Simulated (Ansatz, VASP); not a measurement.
**KI in two plane-wave programs**

Aim: how closely do two programs agree when they are given the same cell, functional and k mesh? The cell is taken from a series of VASP runs on this material, whose earlier steps may have relaxed, scaled or displaced it; both programs get it as it stands.

Method: plane waves, with VASP 6.6.1 beside it; relaxation of cell and atoms at LDA and band structure at HSE06, spin-orbit coupling, in Ansatz 0.2.0.

### Step 1. Starting point

It takes space group Fm-3m (No. 225, cubic). Conventional cell: a = 6.829 Å, b = 6.829 Å, c = 6.829 Å, α = 90.00°, β = 90.00°, γ = 90.00°. Nearest to I lie 6 K at 3.41 Å. Nearest to K lie 6 I at 3.41 Å. Farther neighbours and most contacts between anions are not listed.

### Step 2. Ansatz: relaxation of cell and atoms, LDA

Ansatz runs on its default PAW (the set named soft_2) files.

The relaxed volume is the usual yardstick between codes: its relative difference is about their pressure difference at one cell divided by the bulk modulus.

input.yaml reads:

```yaml
crystal:
  lattice:
    - [0.0, 3.4146498496, 3.4146498496]
    - [3.4146498496, 0.0, 3.4146498496]
    - [3.4146498496, 3.4146498496, 0.0]
  atoms:
    - { symbol: I, position: [0.5, 0.5, 0.5] }
    - { symbol: K, position: [0.0, 0.0, 0.0] }
hamiltonian:
  xc: lda
  pseudopotentials: { kind: paw }
kpoints:
  mp_grid: { grid: [6, 6, 6] }
scf:
  occupations: { method: gaussian, width: 0.03 }
relax:
  f_tol: 0.01
  max_steps: 60
  cell: { stress_tol: 0.05 }
output:
  forces: true
  stress: true
```

Run with:

```sh
$ ansatz run input.yaml --threads 4 --pin off --max-ram 9216MiB --backend cpu --events-out ev --progress --plain --runs-dir out
```

Numbers of over 12 decimals in the logs are rounded to 6 here.

The program printed:

```text
Engine: ansatz 0.2.0, aarch64-unknown-linux-gnu
Pseudopotentials: kind: paw
Pseudopotential: I, paw, valence charge 17, recommended cutoff 420 eV (normal), I.paw.azcp
Pseudopotential: K, paw, valence charge 9, recommended cutoff 420 eV (normal), K.paw.azcp
Functional definition: SPW92
  exchange = slater_x
  correlation = pw_c
Crystal: 2 atoms, lattice volume = 79.628 Å³
Basis set: ecut = 420 eV, 1471 PW (Γ)
Bands: 17, of which v1, the nominal top of the filled ones, is band 13 counted from 1 (12 counted from 0)
Symmetry: 48 space group operations
Space group: Fm-3m (ITA 225), of the structure as read, at distance tolerance 4.3e-5 Å
k-points: 16 of 216
Non-local potential: I, projectors of the file, l = 0: 2, l = 1: 2, l = 2: 2, l = 3: 2
Non-local potential: K, projectors of the file, l = 0: 3, l = 1: 2, l = 2: 2
PAW form: soft (Blöchl's): semilocal exchange-correlation on the pseudo side does not see the compensation charge
PAW frozen core: I, regenerated for the run's functional, and the local potential with it (the file was generated under x = pbe(κ = 0.804, μ = 0.219515), c = pbe(β = 0.066725))
PAW frozen core: K, regenerated for the run's functional, and the local potential with it (the file was generated under x = pbe(κ = 0.804, μ = 0.219515), c = pbe(β = 0.066725))
PAW one-centre angular grid: I, 590 points (default); XC on 64 Gauss nodes
PAW one-centre angular grid: K, 110 points (default); XC on 64 Gauss nodes
Initial density: superposition of atomic densities (neutral atoms: chi_scale 0, normalization atom), corrected by the library's trained network
Initial wavefunctions: pseudopotential atomic-orbital guess
Functional: x = slater, c = lda
SCF iter   1: F=—  HF=-8855.099826 eV  |F-HF|=—  |Δ(HF+E_count)|=         —  Δρ=4.64e-3  dr2=7.95e-3  ethr=1.77e-3  ⟨swp⟩=7.3  Hψ=1630  notcnv=0
preconditioner: auto → none  [insulator: Δε(μ)=3.844 eV  Ē_g=13.637 eV  σ=0.030 eV  W_gap=1.00  n_scr=14 (ndim 8)  ℏωp=15.6 eV  f_vac=0.105  D(μ)=0.00/eV (n_scr^D=0)  ε∞_Penn≈2.3]
SCF iter   2: F=—  HF=-8855.097280 eV  |F-HF|=—  |Δ(HF+E_count)|=   2.55e-3  Δρ=2.26e-3  dr2=1.63e-3  ethr=3.06e-5  ⟨swp⟩=2.2  Hψ=570  notcnv=0
SCF iter   3: F=—  HF=-8855.097130 eV  |F-HF|=—  |Δ(HF+E_count)|=   1.51e-4  Δρ=3.97e-4  dr2=1.96e-4  ethr=6.29e-6  ⟨swp⟩=2.9  Hψ=440  notcnv=0
SCF iter   4: F=—  HF=-8855.097037 eV  |F-HF|=—  |Δ(HF+E_count)|=   9.32e-5  Δρ=7.04e-5  dr2=2.50e-6  ethr=7.53e-7  ⟨swp⟩=2.2  Hψ=470  notcnv=0
SCF iter   5: F=—  HF=-8855.097037 eV  |F-HF|=—  |Δ(HF+E_count)|=   7.60e-7  Δρ=1.10e-5  dr2=8.23e-8  ethr=9.60e-9  ⟨swp⟩=2.1  Hψ=474  notcnv=0
SCF iter   6: F=-8855.097037 eV  HF=-8855.097037 eV  |F-HF|=8.66e-9  |Δ(HF+E_count)|=   8.72e-9  Δρ=3.21e-6  dr2=7.48e-9  ethr=3.16e-10  ⟨swp⟩=2.8  Hψ=1017  notcnv=0
SCF 1 converged in 6 iterations: F = -8855.097037 eV  dr2 = 7.48e-9
  greatest PAW one-centre occupation: 1.000 electrons in one spin orbital (limit 2), on the I atom at site 0 (counted from 0), in its partial waves of l = 2
relax step   1: F+E_penalty+E_count = -8855.09703735 eV  Δ(F+E_penalty+E_count) = +0.000e0 eV  max|allowed force component| = 2.439e-29 eV/Å  Δτ_max = 0.0000 Å  P = -0.082 GPa  Ω = 79.628 Å³  (6 SCF iters, dr2 threshold 1.00e-7 eV, accepted)
[...]
relax step   2: F+E_penalty+E_count = -8855.09713854 eV  Δ(F+E_penalty+E_count) = -1.012e-4 eV  max|allowed force component| = 4.003e-29 eV/Å  Δτ_max = 0.0000 Å  P = -0.041 GPa  Ω = 79.422 Å³  energy of the carried Pulay correction = +2.182e-5 eV  (4 SCF iters, dr2 threshold 1.68e-8 eV, accepted)
[...]
relax step   3: F+E_penalty+E_count = -8855.09711903 eV  Δ(F+E_penalty+E_count) = +1.951e-5 eV  max|allowed force component| = 2.731e-29 eV/Å  Δτ_max = 0.0000 Å  P = -0.041 GPa  Ω = 79.422 Å³  stress off target by 4.13e-2 GPa  SCF on the basis re-selected at this cell (its energy is not comparable with the rows above)  (4 SCF iters)
basis re-selected at this cell: Δ(F+E_penalty+E_count) = +1.951e-5 eV, ΔP = +0.000 GPa vs the last step (what re-selecting the basis moved, of the pressure what is left beyond the Pulay correction that the steps carried, after the strain that the cell walked since its last selection, with what the two solves' SCF thresholds leave and, on support functions, any second-order correction that the steps lacked; it is no m [...]
SCF converged after 4 iterations
Free energy (F): -8855.097119 eV
Harris-Foulkes:  -8855.097119 eV  (|F-HF|=1.46e-11)
Internal energy: -8855.097119 eV  (E = F + TS)
E sigma→0 (E₀):  -8855.097119 eV
Fermi energy:    4.808398 eV
--- Per-component energies (eV) ---
  E_band       = -505.362535
  E_kinetic    = 444.290703
  E_local      = -2713.997985  (includes V_loc(G=0)·N_el)
  E_nonlocal   = -69.615428
  E_hartree    = 1289.196624
  E_xc         = -260.703173
  E_vxc        = -292.775935  (∫ρ·V_xc dr)
  E_paw        = -5403.469166  (= ΣΔE_a)
  E_vpaw       = -451.657013  (= ΣTr[D̂ρ^β])
  E_aug_tail   = 0.000068  (compensation charges beyond the density's cutoff)
  E_ewald      = -2141.837477
  E_core_change = 1.038715  (= ΣΔE_core)
  E_smearing   = -0.000000  (= −TS)
  E_closure    = 0.000000  (closes the sum)
  Σ components = -8855.097119   (vs F -8855.097119, Δ=0.00e0)
--- Forces (eV/Å), atoms counted from 1 ---
  atom   1  I      0.00000000    -0.00000000     0.00000000
  atom   2  K     -0.00000000     0.00000000     0.00000000
  max |Σ_I F_I| component: 5.06e-29 eV/Å
--- Stress (GPa, compression-positive) ---
       -0.041258      -0.000000      -0.000000
        0.000000      -0.041258      -0.000000
       -0.000000      -0.000000      -0.041258
  P = ⅓ Tr σ = -0.0413 GPa (-0.413 kbar)
--- Relaxed structure (2 steps of the walk, 2 accepted, 1 SCFs on fresh bases) ---
  F+E_penalty+E_count = -8855.09711903 eV   max|allowed force component| = 2.731e-29 eV/Å   (the final SCF, on the basis selected at the relaxed cell)
  cell:  # Å, volume = 79.4223 Å³
    - [0.0, 3.411700, 3.411700]
    - [3.411700, 0.0, 3.411700]
    - [3.411700, 3.411700, 0.0]
  atoms:
    - { symbol: I, position: [0.5, 0.5, 0.5] }
    - { symbol: K, position: [0, 0, 0] }
```

Elapsed: 1.5 s, on 4 threads of Arm Neoverse V1, shared host; peak memory 0.35 GiB; 4.4 s of CPU time.

### Step 3. VASP: relaxation of cell and atoms, LDA

The same cell, functional (in two slightly different forms), mesh and smearing now go to VASP, with its own data sets and cutoff.

Lines of VASP's logs that name or quote its potential files are left out, and so is its time.

INCAR reads:

```
SYSTEM = KI
PREC = Accurate
ENCUT = 450
EDIFF = 1E-06
NELM = 100
ISMEAR = 0
SIGMA = 0.03
LREAL = .FALSE.
ALGO = Normal
GGA = CA
NBANDS = 14
LORBIT = 11
LWAVE = .FALSE.
LCHARG = .FALSE.
KPAR = 4
IBRION = 2
NSW = 50
ISIF = 3
EDIFFG = -0.006
```

POSCAR reads:

```
KI
1.0
    0.0000000000      3.4146498496      3.4146498496
    3.4146498496      0.0000000000      3.4146498496
    3.4146498496      3.4146498496      0.0000000000
I K
1 1
Direct
    0.5000000000      0.5000000000      0.5000000000
    0.0000000000      0.0000000000      0.0000000000
```

KPOINTS reads:

```
Automatic mesh
0
Gamma
6 6 6
0 0 0
```

PAW data sets: I and K_sv (LDA family, release 64).

Run with:

```sh
$ mpirun -np 4 vasp_std
```

The program printed:

```text
[banner, memory and clock lines left out]
running    4 mpi-ranks, on    1 nodes
 distrk:  each k-point on    1 cores,    4 groups
 distr:  one band on    1 cores,    1 groups

 POSCAR found type information on POSCAR I K
 POSCAR found :  2 types and       2 ions
 LDA part: xc-table for (Slater(with rela. corr.)+CA(PZ))
 , standard interpolation
 POSCAR, INCAR and KPOINTS ok, starting setup
 FFT: planning ... GRIDC
 FFT: planning ... GRID_SOFT
 FFT: planning ... GRID
 WAVECAR not read
 entering main loop
       N       E                     dE             d eps       ncg     rms          rms(c)
DAV:   1     0.845745888887E+02    0.84575E+02   -0.61531E+03   448   0.878E+02
DAV:   2    -0.110477661054E+01   -0.85679E+02   -0.80617E+02   560   0.228E+02
DAV:   3    -0.602960074724E+01   -0.49248E+01   -0.49041E+01   656   0.451E+01
DAV:   4    -0.625218710328E+01   -0.22259E+00   -0.22252E+00   722   0.951E+00
DAV:   5    -0.625361968089E+01   -0.14326E-02   -0.14326E-02   612   0.813E-01    0.404E+00
DAV:   6    -0.617923719202E+01    0.74382E-01   -0.80503E-02   532   0.192E+00    0.279E+00
DAV:   7    -0.616617308314E+01    0.13064E-01   -0.87373E-02   550   0.174E+00    0.814E-01
DAV:   8    -0.616608333902E+01    0.89744E-04   -0.13637E-02   520   0.896E-01    0.220E-01
DAV:   9    -0.616605756541E+01    0.25774E-04   -0.42027E-04   588   0.131E-01    0.109E-01
DAV:  10    -0.616609016972E+01   -0.32604E-04   -0.19160E-04   596   0.651E-02    0.761E-02
DAV:  11    -0.616608334310E+01    0.68266E-05   -0.53886E-05   472   0.458E-02    0.761E-03
DAV:  12    -0.616608346189E+01   -0.11879E-06   -0.21644E-06   510   0.119E-02
   1 F= -.61660835E+01 E0= -.61660835E+01  d E =-.616608E+01
 curvature:   0.00 expect dE= 0.000E+00 dE for cont linesearch  0.000E+00
 trial: gam= 0.00000 g(F)=  0.702E-60 g(S)=  0.886E-05 ort = 0.000E+00 (trialstep = 0.100E+01)
 search vector abs. value=  0.886E-05
 reached required accuracy - stopping structural energy minimisation
```

From OUTCAR (step 3):

```text
ion  position               nearest neighbor table
   1  0.500  0.500  0.500-   2 3.41   2 3.41   2 3.41   2 3.41   2 3.41   2 3.41
   2  0.000  0.000  0.000-   1 3.41   1 3.41   1 3.41   1 3.41   1 3.41   1 3.41

  LATTYP: Found a face centered cubic cell.
 ALAT       =     6.8292996992

 Subroutine GETGRP returns: Found 48 space group operations
 (whereof 48 operations were pure point group operations)

The static configuration has the point symmetry O_h .

 Found     16 irreducible k-points:

   k-points           NKPTS =     16   k-points in BZ     NKDIM =     16   number of bands    NBANDS=     14

   dimension x,y,z NGX =    36 NGY =   36 NGZ =   36
   dimension x,y,z NGXF=    72 NGYF=   72 NGZF=   72

   ENCUT  =  450.0 eV  33.07 Ry    5.75 a.u.   8.35  8.35  8.35*2*pi/ulx,y,z

   NELECT =      16.0000    total number of electrons

 k-points in reciprocal lattice and weights: Automatic mesh
   0.00000000  0.00000000  0.00000000       0.005
   0.16666667  0.00000000  0.00000000       0.037
   0.33333333  0.00000000  0.00000000       0.037
   0.50000000  0.00000000  0.00000000       0.019
   0.16666667  0.16666667  0.00000000       0.028
   0.33333333  0.16666667  0.00000000       0.111
   0.50000000  0.16666667  0.00000000       0.111
  -0.33333333  0.16666667  0.00000000       0.111
  -0.16666667  0.16666667  0.00000000       0.056
[...]
-0.33333333  0.33333333  0.16666667       0.111
  -0.33333333  0.50000000  0.16666667       0.056

 average (electrostatic) potential at core
       1 -94.4616       2 -34.9929

 E-fermi :   0.0788

 k-point     1 :       0.0000    0.0000    0.0000
  band No.  band energies     occupation
    ...
      4     -11.7762      2.00000
      5     -10.7899      2.00000
      6      -0.0490      2.00000
      7      -0.0490      2.00000
      8      -0.0490      2.00000
      9       3.8158      0.00000
     10       6.1699      0.00000
     11       6.1699      0.00000
     12       6.1699      0.00000
     13       7.0023      0.00000
    ...

 k-point     2 :       0.1667    0.0000    0.0000
  band No.  band energies     occupation
    ...
      4     -11.7770      2.00000
      5     -10.6500      2.00000
      6      -0.5852      2.00000
      7      -0.1731      2.00000
      8      -0.1731      2.00000
      9       4.5163      0.00000
     10       6.1208      0.00000
     11       6.4939      0.00000
     12       6.4939      0.00000
     13       7.3842      0.00000
    ...

 k-point     3 :       0.3333    0.0000    0.0000
  band No.  band energies     occupation
    ...
      4     -11.7786      2.00000
      5     -10.4124      2.00000
      6      -1.3716      2.00000
      7      -0.3981      2.00000
      8      -0.3981      2.00000
      9       5.1659      0.00000
     10       6.9926      0.00000
     11       7.2974      0.00000
     12       7.2974      0.00000
     13       8.3450      0.00000
    ...

  Total       -0.0110673     -0.0110673     -0.0110673      0.0000000      0.0000000     -0.0000000
  in kB       -0.2226821     -0.2226821     -0.2226821      0.0000000      0.0000000     -0.0000000
  external PRESSURE =      -0.2226821 kB  Pullay stress =       0.0000000 kB

  energy-cutoff  :      450.00
  volume of cell :       79.63
      direct lattice vectors                 reciprocal lattice vectors
     0.000000000  3.414649850  3.414649850    -0.146427898  0.146427898  0.146427898
     3.414649850  0.000000000  3.414649850     0.146427898 -0.146427898  0.146427898
     3.414649850  3.414649850  0.000000000     0.146427898  0.146427898 -0.146427898

 POSITION                                       TOTAL-FORCE (eV/Angst)
 -----------------------------------------------------------------------------------
      3.41465      3.41465      3.41465         0.000000     -0.000000     -0.000000
      0.00000      0.00000      0.00000        -0.000000      0.000000      0.000000
 -----------------------------------------------------------------------------------
    total drift:                                0.000000      0.000000      0.000000

  FREE ENERGIE OF THE ION-ELECTRON SYSTEM (eV)
  ---------------------------------------------------
  free  energy   TOTEN  =        -6.1660834619 eV

  energy  without entropy=       -6.1660834619  energy(sigma->0) =       -6.16608346

 reached required accuracy - stopping structural energy minimisation

 total charge
# of ion       s       p       d       tot
------------------------------------------
    1        1.498   2.855   0.002   4.354
    2        1.959   5.560   0.032   7.551
--------------------------------------------------
tot          3.457   8.415   0.034  11.905

[... 3 further parts left out ...]
```

### Step 4. Comparison

Known differences besides the potentials themselves: the two LDA forms differ slightly; both relaxations stop at a tolerance, which leaves soft axes loose, and VASP keeps its plane-wave basis; the data sets hold 26 valence electrons in Ansatz (default PAW (the set named soft_2) files) and 16 in VASP; the cutoff is 420 eV in Ansatz and 450 eV in VASP; VASP's log shows a relativistic correction to its local exchange, Ansatz's none; Ansatz adds a Pulay correction to the stress that steers its cell, VASP none. Total energies have different zeros and are not compared.

Compared:

```csv
quantity,Ansatz,VASP,difference
volume (Å³),79.42,79.63,-0.26 %
"edge a after relaxation, in the typed setting (Å)",4.825,4.829,-0.08 %
```

The walks stopped with -0.04 GPa left in Ansatz and -0.02 GPa in VASP; each walk ends within a tolerance, so the volume difference is uncertain by about these residues over the bulk modulus, most in soft cells.

[end of part 1 of 2]

[Lines on the potential files, build, host, timing and source positions are cut from VASP's logs without a mark.]

[Logs are printed without paths, hosts, clocks, repeated set-up lines and the standing remarks that a program may print on its own settings, such as how far it seeks lower states.]

[Hosts, paths, dates, database ids (printed as entryN), source tags and the programs' standing remarks are cut or masked in the printed files.]
